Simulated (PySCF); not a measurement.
Crystal: BaS.

```
CELL_PARAMETERS angstrom
0.00000 3.19375 3.19375
3.19375 0.00000 3.19375
3.19375 3.19375 0.00000
ATOMIC_POSITIONS crystal
Ba 0.00000 0.00000 0.00000
S 0.50000 0.50000 0.50000
```

Base run:

```yaml
Program: PySCF 2.14.0
Functional: PBEsol
Potentials_or_basis: DZVP-MOLOPT-SR/GTH-PBE (potentials made for PBE)
k_mesh: 7 × 7 × 7
Occupations: fermi-dirac, width 0.05 eV
Spin: no spin polarisation
```

Its results: band gap on the k mesh 2.73 eV, indirect (least direct gap 2.89 eV).

Question: The run is repeated on the same cell with these changes: functional from PBEsol to PBE. What comes out?

Answer: Band gap on the k mesh 2.80 eV, indirect (least direct gap 2.96 eV).

Caveats: spin-orbit coupling is left out, which moves the levels of the heavy elements; an odd mesh through Γ misses points on the zone boundary, where band edges often lie; the basis of atomic orbitals isn't converged, which shifts pressures, moduli and gaps.
